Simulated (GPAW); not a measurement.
# Cd (P6_3/mmc) in GPAW: settings compared, part 2 of 2

GPAW 26.7.0.

### Step 3. Gruneisen, BP86+D3

run.py reads:

```python
import json
import numpy as np
from ase import Atoms
from ase.calculators.mixing import SumCalculator
from ase.constraints import FixSymmetry
from ase.filters import FrechetCellFilter
from ase.io import read, write
from ase.optimize import BFGS
from dftd3.ase import DFTD3
from phonopy import Phonopy
from phonopy.structure.atoms import PhonopyAtoms
from gpaw import GPAW, PW, setup_paths

setup_paths.insert(0, '.')

atoms = read('Cd.cif')

calc = GPAW(mode=PW(600),
            xc='GGA_X_B88+GGA_C_P86',
            kpts={'size': (10, 10, 5), 'gamma': True},
            occupations={'name': 'fermi-dirac', 'width': 0.05},
            nbands=21,
            convergence={'density': 1e-06, 'eigenstates': 1e-09},
            maxiter=150,
            txt='gpaw.txt')
atoms.calc = SumCalculator([calc, DFTD3(method='bp', damping='d3zero')])
atoms.set_constraint(FixSymmetry(atoms))
BFGS(FrechetCellFilter(atoms), trajectory='relax.traj', logfile='-').run(fmax=0.005, steps=40)
atoms.set_constraint()
energy = atoms.get_potential_energy()
forces = atoms.get_forces()
stress = atoms.get_stress()
calc.write('gs.gpw')
write('result.traj', atoms)
print('Cell:', atoms.cell.cellpar().round(4))
print(atoms.get_scaled_positions().round(5))

def force_constants(scale):
    unit = PhonopyAtoms(symbols=atoms.get_chemical_symbols(), cell=atoms.cell[:] * scale**(1 / 3),
                        scaled_positions=atoms.get_scaled_positions())
    ph = Phonopy(unit, supercell_matrix=np.diag([1, 1, 1]), primitive_matrix=np.eye(3), symprec=1e-4)
    ph.generate_displacements(distance=0.02)
    forces = []
    for i, sc in enumerate(ph.supercells_with_displacements):
        a = Atoms(sc.symbols, cell=sc.cell, scaled_positions=sc.scaled_positions, pbc=True)
        c = GPAW(mode=PW(510),
                 xc='GGA_X_B88+GGA_C_P86',
                 kpts={'size': (10, 10, 5), 'gamma': True},
                 occupations={'name': 'fermi-dirac', 'width': 0.05},
                 nbands=21,
                 convergence={'density': 1e-06, 'eigenstates': 1e-09},
                 maxiter=150,
                 txt=f'disp-{scale:.3f}-{i:02d}.txt')
        a.calc = SumCalculator([c, DFTD3(method='bp', damping='d3zero')])
        f = a.get_forces()
        forces.append(f - f.mean(axis=0))
        print(f'displacement {i}: drift', f.mean(axis=0).round(5), flush=True)
    ph.forces = forces
    ph.produce_force_constants()
    ph.symmetrize_force_constants()
    return ph

qpoints = [[0.0, 0.0, 0.0]]
results = {}
for scale in [0.99, 1.0, 1.01]:
    ph = force_constants(scale)
    ph.run_qpoints(qpoints)
    nu = ph.qpoints.frequencies * 33.35641  # THz to cm^-1
    results[f'{scale:.3f}'] = nu.tolist()
    for qp, f in zip(qpoints, nu):
        print(scale, np.round(qp, 4), f.round(2))

lo, mid, hi = (np.array(results[x]) for x in ('0.990', '1.000', '1.010'))
gamma = np.where(abs(mid) > 5, -(hi - lo) / (np.log(1.01 / 0.99) * np.where(abs(mid) > 5, mid, 1)), 0)
results['gamma'] = gamma.tolist()
print('Mode Grueneisen parameters:')
print(gamma.round(3))
json.dump(results, open('phonons.json', 'w'))
```

Cd.cif reads:

```cif
data_Cd
_cell_length_a 2.97887000
_cell_length_b 2.97887000
_cell_length_c 5.61765000
_cell_angle_alpha 90.00000000
_cell_angle_beta 90.00000000
_cell_angle_gamma 120.00000000
_space_group_name_H-M_alt 'P1'
_space_group_name_Hall 'P 1'
_space_group_IT_number 1
loop_
_space_group_symop_operation_xyz
'x,y,z'
loop_
_atom_site_label
_atom_site_type_symbol
_atom_site_symmetry_multiplicity
_atom_site_Wyckoff_symbol
_atom_site_fract_x
_atom_site_fract_y
_atom_site_fract_z
_atom_site_occupancy
Cd1 Cd 1 a 0.6666666667 0.3333333333 0.7500000000 1
Cd2 Cd 1 a 0.3333333333 0.6666666667 0.2500000000 1
```

Potentials or basis: PAW data sets generated in the run's folder for this functional, pw.

The run is started by

```console
$ gpaw-setup -f GGA_X_B88+GGA_C_P86 Cd
$ OMP_NUM_THREADS=1 python run.py
```

gpaw.txt:

```text
__  _  _
 | _ |_)|_||  |
 |__||  | ||/\| - 26.7.0

Input parameters:
  mode=PW(ecut=600.0),
  convergence={'density': 1e-06, 'eigenstates': 1e-09},
  kpts=MonkhorstPack(size=(10, 10, 5), gamma=True),
  maxiter=150,
  nbands=21,
  occupations=Occupations(name='fermi-dirac', width=0.05),
  xc=XC(name='GGA_X_B88+GGA_C_P86')

Diagonalizing LCAO Hamiltonian
Converting LCAO to pw mode

          Cd

        Cd

Atoms  # Å, Bohr magnetons
|   | symbol |        x |        y |        z |    initial magnetic moments |
|---|--------|----------|----------|----------|-----------------------------|
| 0 |     Cd | 1.489435 | 0.859926 | 4.213237 | ( 0.0000,  0.0000,  0.0000) |
| 1 |     Cd | 0.000000 | 1.719851 | 1.404413 | ( 0.0000,  0.0000,  0.0000) |

Unit cell  # Å
| periodic |         x |        y |        z |  lengths |     angles |
|----------|-----------|----------|----------|----------|------------|
|      yes |  2.978870 | 0.000000 | 0.000000 | 2.978870 |  90.000000 |
|      yes | -1.489435 | 2.579777 | 0.000000 | 2.978870 |  90.000000 |
|      yes |  0.000000 | 0.000000 | 5.617650 | 5.617650 | 120.000000 |

Number of symmetries: 12
Symmetry operations  # r_c * U_cc + t_c -> r_c
|    | kind |            matrix            |
|----|------|------------------------------|
|  0 |  σ   |  1, 1, 0,  0,-1, 0,  0, 0, 1 |
|  1 |  S6  |  1, 1, 0, -1, 0, 0,  0, 0,-1 |
|  2 |  E   |  1, 0, 0,  0, 1, 0,  0, 0, 1 |
|  3 |  C2  |  1, 0, 0, -1,-1, 0,  0, 0,-1 |
|  4 |  C2  |  0, 1, 0,  1, 0, 0,  0, 0,-1 |
|  5 |  C3  |  0, 1, 0, -1,-1, 0,  0, 0, 1 |
|  6 |  S6  |  0,-1, 0,  1, 1, 0,  0, 0,-1 |
|  7 |  σ   |  0,-1, 0, -1, 0, 0,  0, 0, 1 |
|  8 |  σ   | -1, 0, 0,  1, 1, 0,  0, 0, 1 |
[... 187 lines left out ...]
Atoms  # Å, Bohr magnetons
|   | symbol |        x |        y |        z |    initial magnetic moments |
|---|--------|----------|----------|----------|-----------------------------|
| 0 |     Cd | 1.486405 | 0.858176 | 4.211986 | ( 0.0000,  0.0000,  0.0000) |
| 1 |     Cd | 0.000000 | 1.716353 | 1.403995 | ( 0.0000,  0.0000,  0.0000) |

Unit cell  # Å
| periodic |         x |        y |        z |  lengths |     angles |
|----------|-----------|----------|----------|----------|------------|
|      yes |  2.972810 | 0.000000 | 0.000000 | 2.972810 |  90.000000 |
|      yes | -1.486405 | 2.574529 | 0.000000 | 2.972810 |  90.000000 |
|      yes | -0.000000 | 0.000000 | 5.615981 | 5.615981 | 120.000000 |

Number of symmetries: 12
Symmetry operations  # r_c * U_cc + t_c -> r_c
|    | kind |            matrix            |
|----|------|------------------------------|
|  0 |  σ   |  1, 1, 0,  0,-1, 0,  0, 0, 1 |
|  1 |  S6  |  1, 1, 0, -1, 0, 0,  0, 0,-1 |
|  2 |  E   |  1, 0, 0,  0, 1, 0,  0, 0, 1 |
|  3 |  C2  |  1, 0, 0, -1,-1, 0,  0, 0,-1 |
|  4 |  C2  |  0, 1, 0,  1, 0, 0,  0, 0,-1 |
|  5 |  C3  |  0, 1, 0, -1,-1, 0,  0, 0, 1 |
|  6 |  S6  |  0,-1, 0,  1, 1, 0,  0, 0,-1 |
|  7 |  σ   |  0,-1, 0, -1, 0, 0,  0, 0, 1 |
|  8 |  σ   | -1, 0, 0,  1, 1, 0,  0, 0, 1 |
[... 186 lines left out ...]
Atoms  # Å, Bohr magnetons
|   | symbol |        x |        y |        z |    initial magnetic moments |
|---|--------|----------|----------|----------|-----------------------------|
| 0 |     Cd | 1.467741 | 0.847401 | 4.204448 | ( 0.0000,  0.0000,  0.0000) |
| 1 |     Cd | 0.000000 | 1.694801 | 1.401483 | ( 0.0000,  0.0000,  0.0000) |

Unit cell  # Å
| periodic |         x |         y |         z |  lengths |     angles |
|----------|-----------|-----------|-----------|----------|------------|
|      yes |  2.935482 | -0.000000 | -0.000000 | 2.935482 |  90.000000 |
|      yes | -1.467741 |  2.542202 | -0.000000 | 2.935482 |  90.000000 |
|      yes | -0.000000 |  0.000000 |  5.605931 | 5.605931 | 120.000000 |

Number of symmetries: 12
Symmetry operations  # r_c * U_cc + t_c -> r_c
|    | kind |            matrix            |
|----|------|------------------------------|
|  0 |  σ   |  1, 1, 0,  0,-1, 0,  0, 0, 1 |
|  1 |  S6  |  1, 1, 0, -1, 0, 0,  0, 0,-1 |
|  2 |  E   |  1, 0, 0,  0, 1, 0,  0, 0, 1 |
|  3 |  C2  |  1, 0, 0, -1,-1, 0,  0, 0,-1 |
|  4 |  C2  |  0, 1, 0,  1, 0, 0,  0, 0,-1 |
|  5 |  C3  |  0, 1, 0, -1,-1, 0,  0, 0, 1 |
|  6 |  S6  |  0,-1, 0,  1, 1, 0,  0, 0,-1 |
|  7 |  σ   |  0,-1, 0, -1, 0, 0,  0, 0, 1 |
|  8 |  σ   | -1, 0, 0,  1, 1, 0,  0, 0, 1 |
[... 168 lines left out ...]
Stress tensor  # eV/Ang^3
|         x |         y |         z |
|-----------|-----------|-----------|
| -0.037320 | -0.000000 |  0.000000 |
| -0.000000 | -0.037320 |  0.000000 |
|  0.000000 |  0.000000 | -0.018982 |

Forces  # eV/Ang
|        x |        y |        z |
|----------|----------|----------|
| -0.00000 | -0.00000 | -0.00000 |  # Cd   0
| -0.00000 |  0.00000 |  0.00000 |  # Cd   1

Interpolating wave functions to new cell

          Cd
[... 615 lines left out ...]
Stress tensor  # eV/Ang^3
|         x |         y |         z |
|-----------|-----------|-----------|
| -0.035864 |  0.000000 |  0.000000 |
|  0.000000 | -0.035864 | -0.000000 |
|  0.000000 | -0.000000 | -0.018408 |

Forces  # eV/Ang
|        x |        y |        z |
|----------|----------|----------|
| -0.00000 |  0.00000 | -0.00000 |  # Cd   0
|  0.00000 | -0.00000 |  0.00000 |  # Cd   1

Interpolating wave functions to new cell

          Cd
[... 201 lines left out ...]
Forces  # eV/Ang
|        x |       y |        z |
|----------|---------|----------|
| -0.00000 | 0.00000 | -0.00000 |  # Cd   0
| -0.00000 | 0.00000 |  0.00000 |  # Cd   1

# Writing to gs.gpw (mode='')
```

disp-0.990-00.txt:

```text
__  _  _
 | _ |_)|_||  |
 |__||  | ||/\| - 26.7.0

Input parameters:
  mode=PW(ecut=510.0),
  convergence={'density': 1e-06, 'eigenstates': 1e-09},
  kpts=MonkhorstPack(size=(10, 10, 5), gamma=True),
  maxiter=150,
  nbands=21,
  occupations=Occupations(name='fermi-dirac', width=0.05),
[... 172 lines left out ...]
|          5 |        -1.200 |     2.000 |
|          6 |        -1.014 |     2.000 |
|          7 |        -0.666 |     2.000 |
|          8 |        -0.661 |     2.000 |
|          9 |        -0.405 |     2.000 |
|         10 |        -0.400 |     2.000 |
[... 8 lines left out ...]
|         19 |        25.154 |     0.000 |
|         20 |        25.197 |     0.000 |

No gap
No difference between direct/indirect transitions

Forces  # eV/Ang
|        x |        y |        z |
|----------|----------|----------|
| -0.00301 | -0.00003 | -0.03672 |  # Cd   0
|  0.00301 |  0.00002 |  0.03660 |  # Cd   1
```

Wall time 4.8 min (1 thread of AMD EPYC 7B13 (Zen 3), shared host); peak memory 0.39 GiB.

What came out:

```yaml
Free_energy: -2.8338 eV
Relaxed_volume: 20.97 Å³/atom
Relaxed_cell: a = 2.938 Å, b = 2.938 Å, c = 5.610 Å, α = 90.00°, β = 90.00°, γ = 120.00°
Space_group_after_relaxing_to_0.05_Å: P6_3/mmc (No. 194)
Pressure_after_relaxing: 0.0 GPa
Band_gap_on_the_k_mesh: none (metal or under the smearing width)
Highest_phonon_frequency_at_Γ: 84 cm⁻¹
Dispersion_energy_per_atom: -0.643 eV
```

Final structure:
```
Cd
1.0
     2.93815    0.00000    0.00000
    -1.46908    2.54452    0.00000
     0.00000    0.00000    5.60999
Cd
2
Cartesian
  1.4691 0.8482 4.2075
  0.0000 1.6963 1.4025
```

Levels at points of the mesh, in eV from the Fermi level:
| k point | band 8 | band 9 | band 10 | band 11 | band 12 | band 13 | band 14 | band 15 | band 16 | band 17 |
| --- | --- | --- | --- | --- | --- | --- | --- | --- | --- | --- |
| (0.00, 0.00, 0.00) | -8.57 | -8.57 | -8.31 | -8.31 | -3.00 | -2.99 | 10.35 | 14.40 | 15.13 | 15.33 |
| (0.50, 0.50, 0.00) | -8.36 | -8.00 | -7.98 | -2.18 | -1.61 | 2.10 | 3.21 | 3.39 | 5.60 | 8.66 |

Phonon frequencies in cm⁻¹ (negative: imaginary):
```
              q point   frequencies
(0.000, 0.000, 0.000)  0 0 0 8 8 84
```

Mode Grüneisen parameters of phonons at Γ, in order of frequency: 81.72, 81.72, 3.83

Caveat: the cutoff is short for stress and forces, so pressures can be off by a GPa or more; the density grid can change from cell to cell, which puts small steps into energies and stress; pairwise dispersion overbinds metals, which lowers pressure and volume.
